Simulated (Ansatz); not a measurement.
# SrCl2: the band gap up the ladder of functionals

One table from this session's results is given with a row withheld; the runs are named, their logs left out.

The runs shown are made with Ansatz 0.2.0. PAW datasets, plane waves. Spin-unpolarised throughout; all numbers are computed.

## Starting point

The cell was relaxed beforehand with r2SCAN.

Space group Fm-3m (No. 225), cubic; a = 6.995 Å in the conventional setting, 28.53 Å³ an atom. Around Sr lie 8 Cl at 3.03 Å; around Cl lie 4 Sr at 3.03 Å.

Coordinates:

```cif
data_structure
_symmetry_space_group_name_H-M 'Fm-3m'
_symmetry_Int_Tables_number 225
_cell_length_a 6.9953
_cell_length_b 6.9953
_cell_length_c 6.9953
_cell_angle_alpha 90.000
_cell_angle_beta 90.000
_cell_angle_gamma 90.000
_cell_volume 342.31
loop_
_atom_site_label
_atom_site_type_symbol
_atom_site_symmetry_multiplicity
_atom_site_Wyckoff_symbol
_atom_site_fract_x
_atom_site_fract_y
_atom_site_fract_z
_atom_site_occupancy
Sr1 Sr 4 a 0.00000 0.00000 0.00000 1
Cl1 Cl 8 c 0.25000 0.25000 0.75000 1
```

The first run:

Contents of input.yaml:

```yaml
crystal:
  lattice:
    - [0.0, 3.4976593225, 3.4976593225]
    - [3.4976593225, 0.0, 3.4976593225]
    - [3.4976593225, 3.4976593225, 0.0]
  atoms:
    - { symbol: Sr, position: [0.0, 0.0, 0.0] }
    - { symbol: Cl, position: [0.75, 0.75, 0.75] }
    - { symbol: Cl, position: [0.25, 0.25, 0.25] }
kpoints:
  mp_grid: { grid: [6, 6, 6] }
  band_path:
    path:
      - [[0.0, 0.0, 0.0], [0.5, 5.030494661935e-35, 0.5], [0.625, 0.25, 0.625]]
      - [[0.375, 0.375, 0.75], [0.0, 0.0, 0.0], [0.5, 0.5, 0.5], [0.5, 0.25, 0.75], [0.5, 5.030494661935e-35, 0.5]]
    npoints: 10
hamiltonian:
  xc: pbe
scf:
  occupations: { method: fermi_dirac, width: 0.02 }
  n_extra_bands: 4
output:
  forces: true
  stress: true
  eigenvalues: true
  write_density: true
  write_potential: true
  elf: true
  volumetric_format: npy
```

Command:

```
$ ansatz run input.yaml --threads 2 --pin off --max-ram 29491MiB --backend cpu --events-out ev --progress --plain --runs-dir out
```

Among the steps run: Band structure with PBE; r2SCAN at the same geometry; HSE06 at the same geometry; Single point with PBE+SOC; PBE0; LDA at the same geometry; G0W0 on PBE; One-shot GW from PBE; DDH-PBE0 at the same geometry; Single point with HSE06+SOC; Single point with LC-ωPBE; Single point with r2SCANh.

One table of the session follows, with a row left open; its other results are not shown here.

```
                     level  gap (eV)
                       PBE      5.31
                    r2SCAN      5.94
                     HSE06      6.59
                   PBE+SOC      5.31
                      PBE0         ?
                       LDA      4.85
G0W0@PBE (255 empty bands)      7.41
G0W0@PBE (634 empty bands)      7.55
                  DDH-PBE0      8.09
                 HSE06+SOC      6.59
                   LC-ωPBE     11.85
                   r2SCANh      6.61
```

**Question.** Estimate the row for PBE0.

**Answer.** gap (eV): 7.32. In the column «gap (eV)» it lies between r2SCANh (6.61) and G0W0@PBE (255 empty bands) (7.41).

Meshes: PBE 6×6×6, r2SCAN 6×6×6, HSE06 4×4×4, PBE+SOC 6×6×6, PBE0 4×4×4, LDA 6×6×6, DDH-PBE0 4×4×4, HSE06+SOC 4×4×4, LC-ωPBE 4×4×4, r2SCANh 4×4×4.

In words: LDA gives the least gap, 4.85 eV, and LC-ωPBE the largest, 11.85 eV. Against G0W0@PBE, PBE is short by 2.24 eV, at 70 % of it, and r2SCAN 79 %. PBE0 lies 0.73 eV above HSE06, which differs from it by screening the long-range exchange. No extrapolation in bands, cutoff or mesh was made for G0W0.

Limits of these values: Warnings in the runs' records: stress scf threshold loose, stress exchange threshold loose.
